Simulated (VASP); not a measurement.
# InP (F-43m) in VASP: settings compared, part 2 of 2

VASP 6.6.1. Earlier steps stand in the parts before.

## Step 4: Single point, PBE

This run uses another cell than the first one, of 25.17 Å³/atom, 1.039 times its volume.

Contents of INCAR:

```
PREC = Accurate
ENCUT = 520
EDIFF = 1E-7
ISMEAR = 0
SIGMA = 0.05
LREAL = F
LASPH = T
NELM = 60
ALGO = Normal
ISIF = 2
LWAVE = F
LCHARG = T
GGA = PE
LELF = T
LVHAR = T
NBANDS = 16
```

Contents of KPOINTS:

```
regular mesh
0
Gamma
  8 8 8
```

Contents of POSCAR:

```
InP
1.0
    0.0000000000      2.9305005221      2.9305005221
    2.9305005221      0.0000000000      2.9305005221
    2.9305005221      2.9305005221      0.0000000000
In P
1 1
Direct
    0.0000000000      0.0000000000      0.0000000000
    0.7500000000      0.7500000000      0.7500000000
```

Potentials or basis: VASP PAW PBE potentials, release 64 (In_d, P).

Launch:

```bash
$ cat potpaw_PBE.64/In_d/POTCAR potpaw_PBE.64/P/POTCAR > POTCAR
$ mpirun -np 1 vasp_std > vasp.out
```

OUTCAR:

```text
PREC = Accurate
   ENCUT = 520
   EDIFF = 1E-7
   ISMEAR = 0
   LREAL = F
   LASPH = T
   NELM = 60
   ISIF = 2
   GGA = PE

 ion  position               nearest neighbor table
   1  0.000  0.000  0.000-   2 2.54   2 2.54   2 2.54   2 2.54
   2  0.750  0.750  0.750-   1 2.54   1 2.54   1 2.54   1 2.54

  LATTYP: Found a face centered cubic cell.
 ALAT       =     5.8610010442

  Lattice vectors:

 A1 = (   0.0000000000,   2.9305005221,   2.9305005221)
 A2 = (   2.9305005221,   0.0000000000,   2.9305005221)
 A3 = (   2.9305005221,   2.9305005221,   0.0000000000)

Analysis of symmetry for initial positions (statically):
=====================================================================
 Subroutine PRICEL returns:
 Original cell was already a primitive cell.

 Routine SETGRP: Setting up the symmetry group for a
 face centered cubic supercell.

 Subroutine GETGRP returns: Found 24 space group operations
 (whereof 24 operations were pure point group operations)
 out of a pool of 48 trial point group operations.

The static configuration has the point symmetry T_d .

Analysis of symmetry for dynamics (positions and initial velocities):
=====================================================================
 Subroutine PRICEL returns:
 Original cell was already a primitive cell.

 Routine SETGRP: Setting up the symmetry group for a
 face centered cubic supercell.

 Subroutine GETGRP returns: Found 24 space group operations
 (whereof 24 operations were pure point group operations)
 out of a pool of 48 trial point group operations.

The dynamic configuration has the point symmetry T_d .

 Subroutine INISYM returns: Found 24 space group operations
 (whereof 24 operations are pure point group operations),
 and found     1 'primitive' translations

[... 104 lines left out ...]
   PSTRESS=    0.0 pullay stress
   NELECT =      18.0000    total number of electrons
   NUPDOWN=      -1.0000    fix difference up-down
   EMIN   =  10.00;   EMAX   =-10.00  energy-range for DOS
   EFERMI =   0.00;   METHOD = LEGACY
   ISMEAR =     0;   SIGMA  =   0.05  broadening in eV -4-tet -1-fermi 0-gaus
   EFERMI_NEDOS =   21; number of points for ismear=-14 and -15
   IALGO  =     38    algorithm
   IMIX   =      4    mixing-type and parameters
     AMIX     =   0.40;   BMIX     =  1.00
     AMIX_MAG =   1.60;   BMIX_MAG =  1.00
  volume/ion in A,a.u.               =      25.17       169.83
  Fermi-wavevector in a.u.,A,eV,Ry     =   1.162021  2.195901 18.371839  1.350292
  Thomas-Fermi vector in A             =   2.298586
   LORBIT       =      0    0 simple, 1 ext, 2 COOP (PROOUT), +10 PAW based schemes
   GGA     = PE    functional components
   LHFCALC =     F    Hartree Fock is set to
   AEXX    =    0.0000 exact exchange contribution
   IVDW    =     0    specifies the selected vdW correction
   LEPSILON=     F    determine dielectric tensor
   LRPA    =     F    only Hartree local field effects (RPA)
 non-spin polarized calculation
 Gauss-broadening in eV      SIGMA  =   0.05
  energy-cutoff  :      520.00
  volume of cell :       50.33
 maximum number of plane-waves:      1380
   NGX = 15   NGY = 15   NGZ = 15

 number of electron      18.0000005 magnetization

 Free energy of the ion-electron system (eV)
  ---------------------------------------------------
  ext. energy  EPLUGINS =         0.00000000
  ---------------------------------------------------
  free energy    TOTEN  =        -8.38078786 eV

  energy without entropy =       -8.38078786  energy(sigma->0) =       -8.38078786

 E-fermi :   5.4641     XC(G=0):  -9.2826

 val. band max:        5.1894478328   @ k =   0.0000   0.0000   0.0000
 cond. band min:       5.9014789389   @ k =   0.0000   0.0000   0.0000
 fundamental gap:      0.7120311061
 Fermi energy:         5.4641106952

 k-point     1 :       0.0000    0.0000    0.0000
  band No.  band energies     occupation
      1      -8.9969      2.00000
      2      -8.9969      2.00000
      3      -8.9969      2.00000
      4      -8.8448      2.00000
      5      -8.8448      2.00000
      6      -6.3279      2.00000
[... 433 lines left out ...]
      3      -8.9283      2.00000
      4      -8.8502      2.00000
      5      -8.8318      2.00000
      6      -4.2860      2.00000
[... 8 lines left out ...]
     15      15.8992      0.00000
     16      16.5206      0.00000

 [... further k-points ...]
[... 5 lines left out ...]
  --------------------------------------------------------------------------------------
  -------------------------------------------------------------------------------------
  Total        1.0312183      1.0312183      1.0312183      0.0000000     -0.0000000     -0.0000000
  in kB       32.8250812     32.8250812     32.8250812      0.0000000     -0.0000000     -0.0000000
  external PRESSURE =      32.8250812 kB  Pullay stress =       0.0000000 kB

 VOLUME and BASIS-vectors are now :
 -----------------------------------------------------------------------------
  energy-cutoff  :      520.00
  volume of cell :       50.33
      direct lattice vectors                 reciprocal lattice vectors
     0.000000000  2.930500522  2.930500522    -0.170619318  0.170619318  0.170619318
     2.930500522  0.000000000  2.930500522     0.170619318 -0.170619318  0.170619318
     2.930500522  2.930500522  0.000000000     0.170619318  0.170619318 -0.170619318

 POSITION                                       TOTAL-FORCE (eV/Angst)
 -----------------------------------------------------------------------------------
      0.00000      0.00000      0.00000         0.000000      0.000000      0.000000
      4.39575      4.39575      4.39575        -0.000000     -0.000000     -0.000000
 -----------------------------------------------------------------------------------
    total drift:                                0.000000      0.000000      0.000000

  FREE ENERGIE OF THE ION-ELECTRON SYSTEM (eV)
  ---------------------------------------------------
  free  energy   TOTEN  =        -8.3807878645 eV

  energy  without entropy=       -8.3807878645  energy(sigma->0) =       -8.38078786
```

stdout:

```text
POSCAR found type information on POSCAR InP
 POSCAR found :  2 types and       2 ions
 scaLAPACK will be used
 LDA part: xc-table for (Slater+PW92), standard interpolation
 POSCAR, INCAR and KPOINTS ok, starting setup
 FFT: planning ... GRIDC
 FFT: planning ... GRID_SOFT
 FFT: planning ... GRID
 WAVECAR not read
 entering main loop
```

Wall time 38 s (1 thread of AMD EPYC 7R13, shared host); peak memory 0.15 GiB.

Results:

| Item | Value |
| --- | --- |
| Free energy | -8.3808 eV |
| Pressure | 3.3 GPa |
| Band gap on the k mesh | 0.71 eV, direct |

Caveat: spin-orbit coupling is left out, which moves the levels of the heavy elements.

## Step 5: Single point, BLYP+D3(BJ)

This run uses another cell than the first one, of 25.17 Å³/atom, 1.039 times its volume.

Contents of INCAR:

```
AGGAC    = 1.0          
AGGAX    = 1.0          
ALDAC    = 0.0          
ALDAX    = 1.0          
ALGO     = Normal         # electronic algorithm
EDIFF    = 1E-7           # SCF threshold, eV
ENCUT    = 520            # plane-wave cutoff, eV
GGA      = B5             # functional
ISIF     = 2              # what is computed and relaxed
ISMEAR   = 0              # smearing method
IVDW     = 12             # dispersion correction
LASPH    = T              # aspherical terms in the spheres
LCHARG   = T              # write CHGCAR
LELF     = T              # ELF
LREAL    = F              # projectors in reciprocal space
LVHAR    = T            
LWAVE    = F              # write WAVECAR
NBANDS   = 16             # bands
NELM     = 60             # most SCF steps
PREC     = Accurate       # precision mode
SIGMA    = 0.05           # smearing width, eV
VDW_A1   = 0.4298       
VDW_A2   = 4.2359       
VDW_S6   = 1.0          
VDW_S8   = 2.6996
```

Contents of KPOINTS:

```
k-points
0
Gamma
  8 8 8
```

POSCAR is that of step 4.

Launch:

```bash
$ cat potpaw_PBE.64/In_d/POTCAR potpaw_PBE.64/P/POTCAR > POTCAR
$ mpirun -np 1 vasp_std > vasp.out
```

Run time: 54 s. Hardware: 1 thread of AMD EPYC 7R13, shared host; peak memory 0.16 GiB.

The run converged. Its results:

```yaml
Free_energy: -8.4866 eV
Pressure: 1.6 GPa
Band_gap_on_the_k_mesh: 0.63 eV, direct
Dispersion_energy_per_atom: -0.715 eV
```

Levels at points of the mesh, in eV from the valence-band top:
```tsv
k point	band 7	band 8	band 9	band 10	band 11	band 12
(0.00, 0.00, 0.00)	0.00	0.00	0.00	0.63	4.11	4.11
(0.50, 0.00, 0.00)	-5.71	-0.97	-0.97	1.49	4.87	4.87
(0.50, 0.50, 0.00)	-5.77	-2.30	-2.30	1.89	2.34	9.23
```

Caveat: the PAW data sets were made with another functional, which shifts forces and pressure a little; spin-orbit coupling is left out, which moves the levels of the heavy elements.

## Step 6: The runs side by side

| level | potentials or basis | cell | gap on the mesh (eV) | pressure (GPa) |
| --- | --- | --- | --- | --- |
| LDA | VASP PAW LDA potentials, release 64 (In_d, P) | a = 4.092 Å, angles 60.0°, 2 atoms | 0.72 | 1.5 |
| revPBE+D4 | VASP PAW PBE potentials, release 64 (In_d, P) | a = 4.103 Å, angles 60.0°, 2 atoms | 0.97 | 2.8 |
| PBE | VASP PAW PBE potentials, release 64 (In_d, P) | a = 4.144 Å, angles 60.0°, 2 atoms | 0.71 | 3.3 |
| BLYP+D3(BJ) | VASP PAW PBE potentials, release 64 (In_d, P) | a = 4.144 Å, angles 60.0°, 2 atoms | 0.63 | 1.6 |

Alike in all rows: task single point; no spin polarisation; k mesh 8 × 8 × 8; cutoff (eV) 520; smearing gaussian 0.05 eV.

Caveats: spin-orbit coupling is left out, which moves the levels of the heavy elements; the PAW data sets were made with another functional, which shifts forces and pressure a little (some runs).

Absolute energies hang on the potentials; compare differences alone.

## Step 7: How close it comes

Step 5. A measured gap of InP is 1.4236 eV (direct; 1.6 K; a printed reference work, data compilation); the calculated 0.63 eV misses it by -0.80 eV. Spin-orbit coupling on In is left out. The value is that of BLYP+D3(BJ), without temperature or zero-point motion. Semilocal functionals fall short of measured gaps as a rule.
